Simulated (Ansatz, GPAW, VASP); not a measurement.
One calculation of PbSe, 3 ways

```
Pb Se
1.0
     0.00000    3.06065    3.06065
     3.06065    0.00000    3.06065
     3.06065    3.06065    0.00000
Pb Se
1 1
Direct
  0.00000 0.00000 0.00000
  0.50000 0.50000 0.50000
```

Alike in all runs: task single point; functional PBE; k mesh 8 × 8 × 8; occupations gaussian, width 0.028 eV; no spin polarisation; no spin-orbit coupling. Pressure is positive in compression and, in plane waves, holds the error of the finite cutoff.

| program and potentials | plane-wave cutoff (eV) | notes | band gap (eV) | pressure (GPa) |
| --- | --- | --- | --- | --- |
| VASP, PBE PAW files Pb_d, Se, 520 eV | 520 | - | 0.29 | 2.41 |
| GPAW, GPAW PAW data sets (gpaw-data 1.2.1) | 600 | - | 0.24 | 2.22 |
| Ansatz, all-electron LAPW, scalar-relativistic | - | - | 0.28 | 2.43 |

The band gap spans 0.24 (GPAW, GPAW PAW data sets (gpaw-data 1.2.1)) to 0.29 eV (VASP, PBE PAW files Pb_d, Se, 520 eV), with all-electron results at 0.28. The pressure spans 2.22 (GPAW, GPAW PAW data sets (gpaw-data 1.2.1)) to 2.43 GPa (Ansatz, all-electron LAPW, scalar-relativistic), with all-electron results at 2.43. Spin-orbit coupling, left out here, moves the band edges of heavy atoms.

The functional is the same throughout but for its coding, so the spread measures potentials, basis and numerics; runs on potential files found faulty are left out.

The three calculations agree that PbSe at this volume is a narrow-gap semiconductor under compressive stress. VASP stays close to the all-electron result in both quantities, while GPAW gives the smallest gap and the lowest pressure, probably because of its lead or selenium data set. The offset is small in absolute terms but a noticeable fraction of so narrow a gap.

The positive pressure means that PBE favours a larger cell, in line with its usual underbinding of heavy-element solids. In the lead chalcogenides the gap lies at L, between a valence edge of Se p states pushed up by antibonding mixing with Pb 6s and a conduction edge of mainly Pb 6p character. Expansion weakens that mixing and lowers the valence edge, so relaxing the cell would be expected to widen the gap. Spin-orbit splitting of Pb 6p acts the other way, pulling the conduction edge down. Any closeness of these gaps to experiment would therefore owe much to cancelling errors, and agreement between the codes doesn't establish the true gap or band ordering.
